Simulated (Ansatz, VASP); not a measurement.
**One calculation of C, two programs**

```
CELL_PARAMETERS angstrom
1.22805 -2.12706 0.00000
1.22805 2.12706 0.00000
0.00000 0.00000 7.17327
ATOMIC_POSITIONS crystal
C 0.08338 0.91662 0.75314
C 0.58338 0.41662 0.24686
C 0.91662 0.08338 0.24686
C 0.41662 0.58338 0.75314
```

Alike in both runs: task relaxation of cell and atoms; functional LDA; k mesh 3 × 3 × 1; occupations gaussian, width 0.1 eV; no spin polarisation.

|  | VASP | Ansatz |
| --- | --- | --- |
| version | VASP 6.6.1 | Ansatz 0.2.0 |
| potentials or method | VASP PAW LDA potentials, release 64 (C) | scalar-relativistic, plane waves, PAW |
| plane-wave cutoff (eV) | 600 | 420 |
| valence electrons in the cell | 16 | 16 |

VASP gave:

| Item | Value |
| --- | --- |
| gap on the k mesh at the Fermi level, each at its own relaxed structure (eV) | 0.78 |
| relaxed volume (Å³/atom) | 8.00 |
| relaxed cell length with the largest relative difference (Å) | 6.138 |
| energy change over the relaxation (meV/atom) | -32 |

**Question.** What did Ansatz give for the same quantities?

**Answer.** gap on the k mesh at the Fermi level, each at its own relaxed structure (eV): 0.77; relaxed volume (Å³/atom): 8.01; relaxed cell length with the largest relative difference (Å): 6.152; energy change over the relaxation (meV/atom): -28.

Caveats: the k mesh is coarse (spacing up to 0.98 Å⁻¹), so the values aren't converged; an odd mesh through Γ misses points on the zone boundary, where band edges often lie.
